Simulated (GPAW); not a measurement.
# WC (Qusongite) (P-6m2) in GPAW: notebook

One crystal, WC (Qusongite), is run at these levels: PBEsol; tasks: band structure.

Program: GPAW 26.7.0. These are calculated values, not measurements. Logs are shortened: lines on timing, memory, paths and dates and some standing lists are left out, and cuts for length are marked. The log counts tension as positive stress, the text compression.

### 1 Starting point

The structure is hexagonal, space group P-6m2 (No. 187). The conventional cell has a = 2.907 Å, b = 2.907 Å, c = 2.837 Å, α = 90.00°, β = 90.00°, γ = 120.00°. W (site symmetry -6m2) is surrounded by 6 C at 2.20 Å. C (site symmetry -6m2) has 6 W at 2.20 Å as nearest neighbours.

### 2 Band structure, PBEsol

Input file run.py:

```python
from ase import Atoms
from ase.dft.bandgap import bandgap
from ase.io import write
from ase.units import GPa
from gpaw import GPAW, PW, setup_paths

setup_paths.insert(0, '.')

atoms = Atoms(['W', 'C'],
              cell=[[2.9065, 0.0, 0.0],
                    [-1.45325, 2.5171028361, 0.0],
                    [0.0, 0.0, 2.8366]],
              scaled_positions=[[0.0, 0.0, 0.0],
                                [0.6666666667, 0.3333333333, 0.5]],
              pbc=True)

calc = GPAW(mode=PW(800),
            xc='PBEsol',
            kpts={'size': (10, 10, 9), 'gamma': True},
            occupations={'name': 'fermi-dirac', 'width': 0.05},
            nbands=19,
            convergence={'density': 1e-05, 'energy': 1e-05},
            maxiter=150,
            txt='gpaw.txt')
atoms.calc = calc
energy = atoms.get_potential_energy()
forces = atoms.get_forces()
stress = atoms.get_stress()
calc.write('gs.gpw')
write('result.traj', atoms)
print(f'Energy: {energy:.6f} eV')
print('Forces (eV/A):')
print(forces.round(4))
print('Stress (GPa):', (stress / GPa).round(3))
print('Fermi level:', round(calc.get_fermi_level(), 4), 'eV')
print(f'Gap: {bandgap(calc)[0]:.4f} eV, direct: {bandgap(calc, direct=True)[0]:.4f} eV')

path = atoms.cell.bandpath('GMKGALHA,LM,KH', npoints=80, eps=1e-4)
bs_calc = calc.fixed_density(kpts=path, symmetry='off', nbands=28,
                             convergence={'bands': 'CBM+6.0', 'eigenstates': 1e-6}, txt='bands.txt')
bs = bs_calc.band_structure()
bs.write('bs.json')
print(f'Gap on the path: {bandgap(bs_calc)[0]:.4f} eV')
```

Potentials or basis: PAW data sets generated in the run's folder for this functional, pw.

On the command line:

```console
gpaw-setup -f PBEsol C W
OMP_NUM_THREADS=1 python run.py
```

gpaw.txt:

```text
__  _  _
 | _ |_)|_||  |
 |__||  | ||/\| - 26.7.0

Input parameters:
  mode=PW(ecut=800.0),
  convergence={'density': 1e-05, 'energy': 1e-05},
  kpts=MonkhorstPack(size=(10, 10, 9), gamma=True),
  maxiter=150,
  nbands=19,
  occupations=Occupations(name='fermi-dirac', width=0.05),
  xc=XC(name='PBEsol')

Diagonalizing LCAO Hamiltonian
Converting LCAO to pw mode

           C

       W

Atoms  # Å, Bohr magnetons
|   | symbol |        x |        y |        z |    initial magnetic moments |
|---|--------|----------|----------|----------|-----------------------------|
| 0 |      W | 0.000000 | 0.000000 | 0.000000 | ( 0.0000,  0.0000,  0.0000) |
| 1 |      C | 1.453250 | 0.839034 | 1.418300 | ( 0.0000,  0.0000,  0.0000) |

Unit cell  # Å
| periodic |         x |        y |        z |  lengths |     angles |
|----------|-----------|----------|----------|----------|------------|
|      yes |  2.906500 | 0.000000 | 0.000000 | 2.906500 |  90.000000 |
|      yes | -1.453250 | 2.517103 | 0.000000 | 2.906500 |  90.000000 |
|      yes |  0.000000 | 0.000000 | 2.836600 | 2.836600 | 120.000000 |

Number of symmetries: 12
Symmetry operations  # r_c * U_cc + t_c -> r_c
|    | kind |            matrix            |
|----|------|------------------------------|
|  0 |  σ   |  1, 1, 0,  0,-1, 0,  0, 0, 1 |
|  1 |  C2  |  1, 1, 0,  0,-1, 0,  0, 0,-1 |
|  2 |  E   |  1, 0, 0,  0, 1, 0,  0, 0, 1 |
|  3 |  σ   |  1, 0, 0,  0, 1, 0,  0, 0,-1 |
|  4 |  C3  |  0, 1, 0, -1,-1, 0,  0, 0, 1 |
|  5 |  S3  |  0, 1, 0, -1,-1, 0,  0, 0,-1 |
|  6 |  σ   |  0,-1, 0, -1, 0, 0,  0, 0, 1 |
|  7 |  C2  |  0,-1, 0, -1, 0, 0,  0, 0,-1 |
|  8 |  σ   | -1, 0, 0,  1, 1, 0,  0, 0, 1 |
|  9 |  C2  | -1, 0, 0,  1, 1, 0,  0, 0,-1 |
| 10 |  C3  | -1,-1, 0,  1, 0, 0,  0, 0, 1 |
| 11 |  S3  | -1,-1, 0,  1, 0, 0,  0, 0,-1 |

BZ-sampling:
  Number of BZ points: 900
  Number of IBZ points: 70

  Monkhorst-Pack size: [10, 10, 9]
  Monkhorst-Pack shift: [0.05, 0.05, 0.0]

K-points  # in reciprocal-cell coordinates
|     |                                coordinates |     weight |
|-----|--------------------------------------------|------------|
|   0 | (  0.00000000,   0.00000000,   0.00000000) | 0.00111111 |
|   1 | (  0.00000000,   0.00000000,   0.11111111) | 0.00222222 |
|   2 | (  0.00000000,   0.00000000,   0.22222222) | 0.00222222 |
|   3 | (  0.00000000,   0.00000000,   0.33333333) | 0.00222222 |
|   4 | (  0.00000000,   0.00000000,   0.44444444) | 0.00222222 |
|   5 | (  0.10000000,   0.00000000,   0.00000000) | 0.00666667 |
|   6 | (  0.10000000,   0.00000000,   0.11111111) | 0.01333333 |
|   7 | (  0.10000000,   0.00000000,   0.22222222) | 0.01333333 |
|   8 | (  0.10000000,   0.00000000,   0.33333333) | 0.01333333 |
|   9 | (  0.10000000,   0.00000000,   0.44444444) | 0.01333333 |
| ... |                                            |            |
|  69 | (  0.50000000,   0.50000000,   0.44444444) | 0.00666667 |

Plane wave coefficients: 1083
Cutoff: 800.0 eV

Spin-components: 1 (collinear spins)
Bands:           19
Projectors:      11
Spin-degeneracy: 2
Datatype:        complex128

Parallelization:
  kpt:    1
  domain: 1
  band:   1

Density:
  Valence electrons: 18.0
  Components: 1
  Grid points: [20 20 20]
  Charge: 0.0  # |e|

Potential:
  Grid points: [20 20 20]

species:
  W:
    name:    Tungsten
    Z:       74.0
    valence: 14
    core:    60
    charge:  0.0  # [|e|]
    compensation charges:
      type: gauss
      rc: 0.40  # [Å]
      lmax: 2
    cutoffs:
      filter: 2.36  # [Å]
      core: 3.02  # [Å]
    projectors
    | kind |    occ | energy [eV] | rcut [Å] |
    |------|--------|-------------|----------|
    |   5s |  2.000 |     -78.864 |    1.344 |
    |   6s |  2.000 |      -5.730 |    1.344 |
    |   5p |  6.000 |     -43.252 |    1.355 |
    |   6p |  0.000 |      -1.338 |    1.355 |
    |   5d |  4.000 |      -4.526 |    1.228 |
    |    d |        |      22.686 |    1.228 |

    Using partial waves for W as LCAO basis

  C:
    name:    Carbon
    Z:       6.0
    valence: 4
    core:    2
    charge:  0.0  # [|e|]
    compensation charges:
      type: gauss
      rc: 0.20  # [Å]
      lmax: 2
    cutoffs:
      filter: 1.14  # [Å]
      core: 1.14  # [Å]
    projectors
    | kind |    occ | energy [eV] | rcut [Å] |
    |------|--------|-------------|----------|
    |   2s |  2.000 |     -13.648 |    0.635 |
    |   2p |  2.000 |      -5.232 |    0.635 |
    |    s |        |      13.563 |    0.635 |
    |    p |        |      21.979 |    0.635 |
    |    d |        |       0.000 |    0.635 |

    Using partial waves for C as LCAO basis

Reference energy: -439665.733139  # eV

eigensolver:
  PPCG
  Converge bands: occupied
  niter=2

density mixing:
  MSR1-Mixer
  Pratt-step length: 0.05
  Maximum mixing coefficient: 0.75
  Old densities: 10
  SVD Regularization: 0.005
  Good broyden scale: 1.0
  Trust region scale: 1.0
  Backstep threshold: 4.0
  History deletion threshold: 6.0
  Fourier metric: weight=20.0, sigma=0.015

occupation numbers:
  Fermi-Dirac:
    width: 0.0500  # eV

poisson solver:
  ecut: 6400.0  # eV

xc functional:
  name: PBEsol with 2 nearest neighbor stencil

convergence criteria:
- Maximum integral of absolute [dens]ity change: 1e-05 electrons / valence electron
- Maximum [total energy] change in last 3 cyles: 1e-05 eV / valence electron
- Maximum integral of absolute [eigenst]ate change: 4e-08 eV^2 / valence electron
maximum number of iterations: 150

SCF iterations
|iter     | |      energy | eigst |  dens |
|---------|-|-------------|-------|-------|
|iter:   1| |  -24.024283 | -0.12 |       |
|iter:   2| |  -23.571218 | -2.68 | -0.94 |
|iter:   3| |  -22.551870 | -1.72 | -1.00 |
|iter:   4| |  -22.556380 | -3.64 | -1.71 |
|iter:   5| |  -22.561264 | -3.72 | -1.95 |
|iter:   6| |  -22.561228 | -5.65 | -3.08 |
|iter:   7| |  -22.561230c| -6.96 | -3.65 |
|iter:   8| |  -22.561230c| -8.37c| -4.33 |
|iter:   9| |  -22.561230c| -8.50c| -5.02c|

Converged in 9 steps
Energy contributions relative to reference atoms: (reference = -439665.733139)

Energy contributions:
  Kinetic:          14.404248
  Coulomb:         -16.297983
  Zero:              0.018867
  External:          0.000000
  Xc:              -20.685467
  Entropy:          -0.001790
  Spinorbit:         0.000000
  ----------------------------
  Free energy:     -22.562125
  Extrapolated:    -22.561230

dipole moment: (-4.693034, -9.822859, -10.592344)  # |e|*Ang

Fermi level: 13.986
Eigenvalues  # (at kpt = [0.000, 0.000, 0.000])
| band index |      eig [eV] | occ [0-2] |
|------------|---------------|-----------|
|          0 |       -59.743 |     2.000 |
|          1 |       -23.988 |     2.000 |
|          2 |       -23.881 |     2.000 |
|          3 |       -23.881 |     2.000 |
|          4 |        -0.405 |     2.000 |
|          5 |         9.679 |     2.000 |
[... 8 lines left out ...]
|         14 |        28.327 |     0.000 |
|         15 |        30.756 |     0.000 |
|        ... |               |           |
|         18 |        37.950 |     0.000 |

No gap
No difference between direct/indirect transitions

Forces  # eV/Ang
|        x |       y |       z |
|----------|---------|---------|
|  0.00000 | 0.00000 | 0.00000 |  # W    0
| -0.00000 | 0.00000 | 0.00000 |  # C    1

Stress tensor  # eV/Ang^3
|        x |        y |        z |
|----------|----------|----------|
| 0.021939 | 0.000000 | 0.000000 |
| 0.000000 | 0.021939 | 0.000000 |
| 0.000000 | 0.000000 | 0.030651 |

# Writing to gs.gpw (mode='')
```

stdout:

```text
Energy: -22.561230 eV
Forces (eV/A):
[[ 0.  0.  0.]
 [-0.  0.  0.]]
Stress (GPa): [3.515 3.515 4.911 0.    0.    0.   ]
Fermi level: 13.9865 eV
Gap: 0.0000 eV, direct: 0.0000 eV
Gap on the path: 0.0000 eV
```

bands.txt:

```text
Diagonalizing LCAO Hamiltonian
Converting LCAO to pw mode
convergence criteria:
- Maximum integral of absolute [eigenst]ate change: 1e-06 eV^2 / valence electron
maximum number of iterations: 150

SCF iterations
|iter     | |      energy | eigst |  dens |
|---------|-|-------------|-------|-------|
|iter:   1| |             | +0.07 |       |
[... 84 lines left out ...]
         [0.33333333, 0.33333333, 0.11111111],
         [0.33333333, 0.33333333, 0.16666667],
         [0.33333333, 0.33333333, 0.22222222],
         [0.33333333, 0.33333333, 0.27777778],
         [0.33333333, 0.33333333, 0.33333333],
         [0.33333333, 0.33333333, 0.38888889],
         [0.33333333, 0.33333333, 0.44444444],
         [0.33333333, 0.33333333, 0.5       ]])),
  maxiter=150,
  nbands=28,
  occupations=Occupations(name='fermi-dirac', width=0.05),
  symmetry=Symmetry(point_group=False, time_reversal=False),
  xc=XC(name='PBEsol')
```

Run time: 91 s. Hardware: 1 thread of Intel Xeon at 2.50GHz (Skylake/Cascade Lake), shared host; peak memory 0.25 GiB.

What came out:

```
Free energy             : -22.5621 eV
Pressure                : -4.0 GPa
Band gap along the path : none (metal or under the smearing width)
```

Stress tensor (GPa, compression positive):
```
-3.51  0.00  0.00
 0.00 -3.51  0.00
 0.00  0.00 -4.91
```

Levels at the corners of the path, in eV from the Fermi level:
| point | band 7 | band 8 | band 9 | band 10 | band 11 | band 12 |
| --- | --- | --- | --- | --- | --- | --- |
| Γ | -3.32 | -3.32 | 0.11 | 3.22 | 3.22 | 5.65 |
| M | -3.60 | -3.57 | -0.44 | 2.33 | 4.54 | 4.90 |
| K | -4.57 | -3.44 | 0.60 | 1.00 | 2.07 | 3.22 |
| Γ | -3.32 | -3.32 | 0.11 | 3.22 | 3.22 | 5.65 |
| A | -2.00 | -2.00 | -0.59 | -0.59 | 3.69 | 4.54 |
| L | -4.30 | -4.18 | 0.30 | 4.44 | 5.32 | 6.66 |
| H | -5.39 | -1.59 | -0.64 | 4.41 | 6.41 | 7.62 |
| A | -2.00 | -2.00 | -0.59 | -0.59 | 3.69 | 4.54 |
| L | -4.30 | -4.18 | 0.30 | 4.44 | 5.32 | 6.66 |
| M | -3.60 | -3.57 | -0.44 | 2.33 | 4.54 | 4.90 |
| K | -4.57 | -3.44 | 0.60 | 1.00 | 2.07 | 3.22 |
| H | -5.39 | -1.59 | -0.64 | 4.41 | 6.41 | 7.62 |

Caveat: spin-orbit coupling is left out, which moves the levels of the heavy elements.

(Part 1 of 2 ends here.)
